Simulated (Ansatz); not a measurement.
Crystal: Se.

```
CELL_PARAMETERS angstrom
4.36620 0.00000 0.00000
-2.18310 3.78124 0.00000
0.00000 0.00000 4.95360
ATOMIC_POSITIONS crystal
Se 0.77460 0.77460 0.00000
Se 0.00000 0.22540 0.66667
Se 0.22540 0.00000 0.33333
```

Program: Ansatz 0.2.0. Alike in all runs: task band structure; potentials or basis Ansatz PAW; no spin polarisation; cell as given; smearing fermi-dirac 0.05 eV.

Question: Order these runs on this cell by their pressure, lowest first.
A. level BLYP; k mesh 7 × 7 × 6; cutoff (eV) 420; points for each segment of the path 14; mesh quality not flagged
B. level r2SCAN50; k mesh 4 × 4 × 3; cutoff (eV) 500; points for each segment of the path 4; mesh quality coarse
C. level HF; k mesh 4 × 4 × 3; cutoff (eV) 420; points for each segment of the path 4; mesh quality coarse
D. level PBE0; k mesh 4 × 4 × 3; cutoff (eV) 420; points for each segment of the path 4; mesh quality coarse

Answer: B (-1.4 GPa), D (0.6 GPa), C (3.4 GPa), A (6.2 GPa).

Caveats: some runs use coarse meshes; the PAW data sets come from PBE, with cores solved anew for the run's functional, which leaves a small shift of forces and pressure; the thresholds are loose for stress (some runs).

Runs at the PBE level aren't shown here.
